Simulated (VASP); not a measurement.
Set up this calculation in VASP 6.6.1, as the native input.

| Quantity | Value |
| --- | --- |
| Task | relaxation of shape and atoms at fixed volume |
| Functional | PBEsol |
| Potentials or basis | VASP PAW PBE potentials, release 64 (Mo_sv, Se) |
| Cutoff | 600 eV |
| k mesh | 9 × 9 × 2 |
| Occupations | gaussian, width 0.03 eV |
| Spin | no spin polarisation |
| Further INCAR settings | ALGO = Normal; EDIFF = 1e-07; IBRION = 2; EDIFFG = -0.01; NSW = 40; ISIF = 4 |

The structure of MoSe2 lies in POSCAR:

```
MoSe2                                   
1.0
    3.2925378660      0.0000000000     -0.0000000000
   -1.6462689330      2.8514214348      0.0000000000
    0.0000000000      0.0000000000     13.2269153080
  Mo              Se            
     2     4
Direct
     0.3333333332999970    0.6666666667000030    0.2500000000000000
     0.6666666667000030    0.3333333332999970    0.7500000000000000
     0.3333333332999970    0.6666666667000030    0.6231806214101955
     0.6666666667000030    0.3333333332999970    0.1231806214101955
     0.3333333332999970    0.6666666667000030    0.8768193785898045
     0.6666666667000030    0.3333333332999970    0.3768193785898045
```

The cell isn't the ideal one: a relaxed cell with its volume scaled by 1.02.

One way to write it, as run:

INCAR

```
ALGO     = Normal         # electronic algorithm
EDIFF    = 1E-7           # SCF threshold, eV
EDIFFG   = -0.01          # ionic threshold
ENCUT    = 600            # plane-wave cutoff, eV
GGA      = PS             # functional
IBRION   = 2              # ionic algorithm
ISIF     = 4              # what is computed and relaxed
ISMEAR   = 0              # smearing method
KPAR     = 2            
LASPH    = T              # aspherical terms in the spheres
LCHARG   = F              # write CHGCAR
LREAL    = F              # projectors in reciprocal space
LWAVE    = F              # write WAVECAR
NELM     = 80             # most SCF steps
NSW      = 40             # ionic steps
PREC     = Accurate       # precision mode
SIGMA    = 0.03           # smearing width, eV
```

KPOINTS

```
k-points
0
Gamma
  9 9 2
```

Potentials or basis: VASP PAW PBE potentials, release 64 (Mo_sv, Se).

The run is started by

```sh
$ cat potpaw_PBE.64/Mo_sv/POTCAR potpaw_PBE.64/Se/POTCAR > POTCAR
$ mpirun -np 2 vasp_std > vasp.out
```

It gave:

- Energy gained by relaxing: 2.6 meV/atom
- Ionic steps: 5
- Pressure after relaxing: -0.4 GPa
- Largest force after relaxing: 0.005 eV/Å
- Band gap on the k mesh: 1.07 eV, indirect (least direct gap 1.49 eV)

Caveat: the PAW data sets were made with another functional, which shifts forces and pressure a little; an odd mesh through Γ misses points on the zone boundary, where band edges often lie; this functional lacks dispersion, which binds the layers, so the pressure and a relaxed spacing across them are unreliable.

Run time: 88 s on 2 MPI ranks on Intel(R) Xeon(R) 6975P-C (Granite Rapids), on a shared host, peak memory 0.33 GiB a rank.
